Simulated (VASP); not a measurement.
CsBr:

```xyz
2
Lattice="4.3256 0.0000 0.0000 0.0000 4.3256 0.0000 0.0000 0.0000 4.3256" Properties=species:S:1:pos:R:3 pbc="T T T"
Cs    0.0000    0.0000    0.0000
Br    2.1628    2.1628    2.1628
```

The cell comes from a database or a generator and needn't be the stable form of this composition.

- Program: VASP 6.6.1
- Task: single point
- Functional: PBE
- Potentials or basis: VASP PAW PBE potentials, release 64 (Cs_sv, Br)
- Cutoff: 520 eV
- k mesh: 6 × 6 × 6
- Occupations: fermi-dirac, width 0.05 eV
- Spin: no spin polarisation

On this cell: pressure 0.6 GPa; largest force zero by symmetry; band gap on the k mesh 4.41 eV, indirect (least direct gap 4.42 eV).

The same run follows on a disturbed copy (atoms moved at random, drawn with an rms of 0.05 Å):

```
Cs Br
1.0
     4.32562    0.00000    0.00000
     0.00000    4.32562    0.00000
     0.00000    0.00000    4.32562
Cs Br
1 1
Direct
  0.01354 0.99725 0.00118
  0.50733 0.49979 0.49719
```

Q: What changes?

A: The energy moves by +0.2 meV/atom; pressure 0.7 GPa; largest force 0.026 eV/Å; band gap on the k mesh 4.41 eV, indirect (least direct gap 4.42 eV).

Forces on the atoms (eV/Å):
```
Cs  -0.020  0.009 -0.013
Br   0.020 -0.009  0.013
```

Caveats: spin-orbit coupling is left out, which moves the levels of the heavy elements.

